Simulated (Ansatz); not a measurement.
## HfC under compression and expansion

```
Hf C
1.0
     0.00000    2.52202    2.52202
     2.52202    0.00000    2.52202
     2.52202    2.52202    0.00000
Hf C
1 1
Cartesian
  0.0000 0.0000 0.0000
  1.2610 1.2610 1.2610
```

The cell was built from the zincblende type and relaxed in the same program, and has space group F-43m; it needn't be a known or the stable phase.

No spin–orbit coupling, which matters for the heavy atoms here.

Methods: DFT, PBE, all-electron LAPW, scalar-relativistic (Ansatz 0.2.0); DFT, PBE, PAW with Ansatz's default frozen-core files, scalar-relativistic (Ansatz 0.2.0).

For LAPW: a Γ-centred 11×11×11 k mesh, Fermi–Dirac smearing of 0.08 eV, basis error target 1 meV/atom, no spin polarisation. PAW takes a cutoff of 420 eV at this cell. The Ansatz runs share mesh, smearing and spin set-up. Plane-wave (PAW) pressures include the program's estimate of the Pulay term.

The cell above is scaled evenly, with fractional coordinates and shape held.

```csv
V/V(cell),V (Å³/atom),"P, LAPW (GPa)","P, PAW (GPa)","gap on the k mesh, LAPW (eV)"
0.9405,15.087,10.71,10.68,0.43
0.9700,15.560,?,?,?
1.0000,16.042,0.03,0.00,0.51
1.0300,16.523,-4.34,-4.36,0.55
1.0600,17.004,-8.13,-8.15,0.58
```

Q: Fill in the row V/V(cell) = 0.9700.

A: P, LAPW (GPa) = 5.05, P, PAW (GPa) = 5.02, gap on the k mesh, LAPW (eV) = 0.47.

Q: What do Birch–Murnaghan fits to the pressures give?

A: LAPW: V0 = 16.04 Å³/atom, B0 = 156 GPa, B0′ = 3.6; PAW: V0 = 16.04 Å³/atom, B0 = 156 GPa, B0′ = 3.7.

PAW's V0 lies -0.02 % from the all-electron value and its B0 0.0 %. Symmetry fixes shape and coordinates here, so this is the relaxed modulus.
